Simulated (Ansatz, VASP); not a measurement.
MgS (Niningerite) in VASP and in Ansatz

INCAR

```
ALGO     = Normal         # electronic algorithm
EDIFF    = 1E-6           # SCF threshold, eV
ENCUT    = 520            # plane-wave cutoff, eV
GGA      = CA             # functional
ISIF     = 2              # what is computed and relaxed
ISMEAR   = -1             # smearing method
LASPH    = True           # aspherical terms in the spheres
LCHARG   = False          # write CHGCAR
LREAL    = False          # projectors in reciprocal space
LWAVE    = False          # write WAVECAR
NBANDS   = 11             # bands
NELM     = 80             # most SCF steps
PREC     = Accurate       # precision mode
SIGMA    = 0.05           # smearing width, eV
```

KPOINTS

```
k-points
0
Gamma
  9 9 9
```

File POSCAR:

```
MgS
1.0
    0.0000000000      2.5485401997      2.5485401997
    2.5485401997      0.0000000000      2.5485401997
    2.5485401997      2.5485401997      0.0000000000
S Mg
1 1
Direct
    0.5000000000      0.5000000000      0.5000000000
    0.0000000000      0.0000000000      0.0000000000
```

The input input.yaml:

```yaml
crystal:
  lattice:
    - [0.0, 2.5485401997, 2.5485401997]
    - [2.5485401997, 0.0, 2.5485401997]
    - [2.5485401997, 2.5485401997, 0.0]
  atoms:
    - { symbol: S, position: [0.5, 0.5, 0.5] }
    - { symbol: Mg, position: [0.0, 0.0, 0.0] }
kpoints:
  mp_grid: { grid: [9, 9, 9] }
scf:
  occupations: { method: fermi_dirac, width: 0.05 }
hamiltonian:
  xc: lda
  pseudopotentials: { kind: all_electron, lapw: { basis_error: 0.001 } }
output:
  forces: true
  stress: true
  eigenvalues: true
```

Change from the starting cell: volume scaled by 0.94.

Alike in both runs: task single point; functional LDA; k mesh 9 × 9 × 9; occupations fermi-dirac, width 0.05 eV; no spin polarisation.

|  | VASP | Ansatz |
| --- | --- | --- |
| version | VASP 6.6.1 | Ansatz 0.2.0 |
| potentials or method | VASP PAW LDA potentials, release 64 (S, Mg) | all-electron LAPW, scalar-relativistic |
| plane-wave cutoff (eV) | 520 | see its input |

```csv
,VASP,Ansatz,Ansatz less VASP
gap on the k mesh at the Fermi level (eV),2.82,2.82,0.000
least direct gap on the mesh (eV),4.00,3.98,-0.012
pressure (GPa),1.0,1.7,+0.64
```

Ansatz ran all-electron here, so the differences hold the error of VASP's frozen core and of both bases.

Caveats: an odd mesh through Γ misses points on the zone boundary, where band edges often lie.
